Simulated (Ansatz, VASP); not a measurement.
# One calculation of Al, two programs

```
Al
1.0
     0.00000    2.02398    2.02398
     2.02398    0.00000    2.02398
     2.02398    2.02398    0.00000
Al
1
Direct
  0.00000 0.00000 0.00000
```

Alike in both runs: task single point; functional LDA; k mesh 22 × 22 × 22; occupations gaussian, width 0.15 eV; no spin polarisation.

|  | VASP | Ansatz |
| --- | --- | --- |
| version | VASP 6.6.1 | Ansatz 0.2.0 |
| potentials or method | VASP PAW LDA potentials, release 64 (Al) | scalar-relativistic, plane waves, PAW |
| plane-wave cutoff (eV) | 520 | 420 |
| valence electrons in the cell | 3 | 3 |

|  | VASP | Ansatz | Ansatz less VASP |
| --- | --- | --- | --- |
| gap on the k mesh at the Fermi level (eV) | none | none | - |
| pressure (GPa) | -3.6 | -3.6 | -0.05 |

A gap of «none» marks a metal or a gap that the smearing closes.
